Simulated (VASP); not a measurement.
TiN, 2 atoms in the cell. It takes space group Fm-3m (No. 225, cubic). Conventional cell: a = 4.249 Å, b = 4.249 Å, c = 4.249 Å, α = 90.00°, β = 90.00°, γ = 90.00°. Ti (site symmetry m-3m) is surrounded by 6 N at 2.12 Å. Around N (site symmetry m-3m) lie 6 Ti at 2.12 Å. 

- Program: VASP 6.6.1
- Task: relaxation of cell and atoms
- Functional: PBE
- Potentials or basis: VASP PAW PBE potentials, release 64 (Ti_sv, N)
- Cutoff: 600 eV
- k mesh: 16 × 16 × 16
- Occupations: methfessel-paxton, width 0.1 eV
- Spin: no spin polarisation
- Further INCAR settings: ALGO = Normal; EDIFF = 1e-07; IBRION = 2; EDIFFG = -0.005; NSW = 90; ISIF = 3

Potentials or basis: VASP PAW PBE potentials, release 64 (Ti_sv, N).

Launch:

```sh
$ cat potpaw_PBE.64/Ti_sv/POTCAR potpaw_PBE.64/N/POTCAR > POTCAR
$ mpirun -np 1 vasp_std > vasp.out
```

Hardware: 1 thread of Intel(R) Xeon(R) Platinum 8488C (Sapphire Rapids), with other jobs on the host.

Task: Estimate the wall time of this run.

Result: Run time: 25 s on 1 thread of Intel(R) Xeon(R) Platinum 8488C (Sapphire Rapids), on a shared host, peak memory 0.17 GiB. Counts: scf iterations 16, k points 145, ion steps 1.
